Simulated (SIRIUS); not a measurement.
## Nb in SIRIUS: the effect of dispersion

Crystal: Nb.

```
CELL_PARAMETERS angstrom
-1.66395 1.66395 1.66395
1.66395 -1.66395 1.66395
1.66395 1.66395 -1.66395
ATOMIC_POSITIONS crystal
Nb 0.00000 0.00000 0.00000
```

Alike in all runs:

```yaml
Program: SIRIUS 7.12.0
Task: equation of state
Functional: PBE
Potentials_or_basis: all-electron FP-LAPW
Cutoff: 163 eV
Basis: apw+lo standard
k_mesh: 11 × 11 × 11
Occupations: fermi-dirac, width 0.05 eV
Spin: no spin polarisation
```

| dispersion | V0 of scaled cells (Å³/atom) | B0 (GPa) |
| --- | --- | --- |
| none | ? | ? |
| D3 | 17.51 | 180 |
| D3(BJ) | 17.49 | 179 |
| D4 | 17.90 | 175 |

**Question.** What does the run with dispersion none give?

**Answer.** V0 of scaled cells 18.20 Å³/atom; B0 171 GPa.
